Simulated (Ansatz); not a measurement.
ZrSe2 in the CdI2-type structure (r2SCAN+rVV10 geometry), in Ansatz:

```
Zr Se
1.0
     3.78811    0.00000    0.00000
    -1.89406    3.28060    0.00000
     0.00000    0.00000    6.18006
Zr Se
1 2
Cartesian
  0.0000 0.0000 0.0000
  0.0000 2.1871 1.5686
  1.8941 1.0935 4.6115
```

G0W0@PBE with 421 empty bands, a screening cutoff of 180 eV and a 6×6×4 mesh (PAW, contour deformation) gives 1.069 eV over the mesh points, from a PBE gap of 0.295 eV; it sums over 443 bands with 391 plane waves in the screening and a wave cutoff of 420 eV. G0W0 values are finite-basis, finite-mesh values. The values are computed, spin-unpolarised, and not measurements.

Q: Estimate the gap with empty bands 174, screening cutoff 100 eV.

A: 0.982 eV (-0.087 eV), from a Kohn-Sham gap of 0.295 eV.

Q: Estimate the gap with starting point PBE0.

A: 1.460 eV (+0.391 eV), from a Kohn-Sham gap of 1.600 eV.

Q: Estimate the gap with potentials of the kind norm-conserving.

A: 1.019 eV (-0.050 eV), from a Kohn-Sham gap of 0.291 eV.

Q: Another run gave a Kohn-Sham gap of 0.295 eV and a G0W0 gap of 1.092 eV, summing over 839 bands with 713 plane waves in the screening and a wave cutoff of 420 eV. What was changed?

A: Empty bands 817, screening cutoff 260 eV. The counts of bands and plane waves show it.

The runs are scalar-relativistic, without spin-orbit coupling.

The program warns that the k mesh is coarse for exact exchange in some of these runs, so their gaps aren't converged.
